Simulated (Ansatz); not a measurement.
A 2-atom cell of KI started from a crystallographic database, relaxed with r2SCAN in Ansatz 0.2.0: space group Fm-3m (No. 225), cubic; a = 7.089 Å in the conventional setting, 44.53 Å³ an atom. K is surrounded by 6 I at 3.54 Å; I is surrounded by 6 K at 3.54 Å. The cell was then strained (x, y and z are the cube axes), with the atoms relaxed again; stress is positive in compression. Calculated for a static, non-magnetic cell.

- Uniaxial +1.91 % along z, other directions held: r2SCAN's stress changes by -0.51 GPa along the strain and -0.06 GPa across it.
- Epitaxial strain of -2.05 % in the (001) plane: the free normal strain is +0.51 % and the in-plane stress changes by +0.79 GPa.

**Estimate C₁₁, C₁₂ and the bulk modulus from the uniaxial step.** With compression positive, C₁₁ ≈ −Δσ∥/ε = (+0.51)/(+0.0191) = 27 GPa and C₁₂ ≈ (+0.06)/(+0.0191) = 3 GPa; B = (C₁₁ + 2C₁₂)/3 = 11 GPa. A one-sided step carries third-order terms: it reads low by some per cent.

**What do the film's normal strain and stress say about the elastic constants?** ε⊥/ε∥ = (+0.0051)/(-0.0205) = -0.25, which linear elasticity sets to −2C₁₂/C₁₁ = -0.24 from the uniaxial step. The biaxial modulus is M = −Δσ/ε∥ = 39 GPa (C₁₁ + C₁₂ − 2C₁₂²/C₁₁ = 29 GPa).

**How much elastic energy does the film store, with 44.53 Å³ an atom?** u = M ε∥² = −Δσ ε∥ = -0.79 × (-0.0205) = 0.0162 GPa, and 1 GPa Å³ is 6.2415 meV: 4.50 meV an atom. The total energies of the two runs differ by 4.43 meV an atom.
